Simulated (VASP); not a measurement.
Input of a VASP 6.6.1 run:

Contents of POSCAR:

```
BN
1.0
    0.0000000000      1.8048245576      1.8048245576
    1.8048245576      0.0000000000      1.8048245576
    1.8048245576      1.8048245576      0.0000000000
B N
1 1
Direct
    0.0000000000      0.0000000000      0.0000000000
    0.2500000000      0.2500000000      0.2500000000
```

Contents of INCAR.step1:

```
  ALGO = Normal
  EDIFF = 1E-4
  ENCUT = 520
  GGA = PE
  ISMEAR = 0
  LASPH = True
  LCHARG = False
  LREAL = False
  LWAVE = True
  NBANDS = 11
  NELM = 60
  PREC = Accurate
  SIGMA = 0.01
```

INCAR.step2

```
  ALGO = Normal
  EDIFF = 1E-6
  ENCUT = 520
  ISIF = 2
  ISMEAR = 0
  ISTART = 1
  LASPH = True
  LCHARG = False
  LMIXTAU = True
  LREAL = False
  LWAVE = False
  METAGGA = R2SCAN
  NBANDS = 11
  NELM = 60
  PREC = Accurate
  SIGMA = 0.01
```

KPOINTS

```
k-points
0
Gamma
  12 12 12
```

Potentials or basis: VASP PAW PBE potentials, release 64 (B, N).

The run is started by

```bash
$ cat potpaw_PBE.64/B/POTCAR potpaw_PBE.64/N/POTCAR > POTCAR
$ cp INCAR.step1 INCAR
$ mpirun -np 1 vasp_std > vasp.out
$ cp INCAR.step2 INCAR
$ mpirun -np 1 vasp_std > vasp.out
```

Problem. What does it give for the band gap on the k mesh?

Solution. 4.98 eV, indirect (least direct gap 9.55 eV).

Problem. Predict the pressure.

Solution. 1.1 GPa.

Caveat: the PAW data sets were made with another functional, which shifts forces and pressure a little.

**Measured values to compare with.**

From a printed reference work, monograph, for a bulk crystal of BN at 300 K: band gap 6.4 eV (indirect).

Measured gap of BN: 6.4 eV (indirect; 300 K; a printed reference work, monograph). This calculation gives 4.98 eV (-1.42 eV). The value is that of r2SCAN on a finite k mesh, which can miss the band edges, without temperature or zero-point motion.
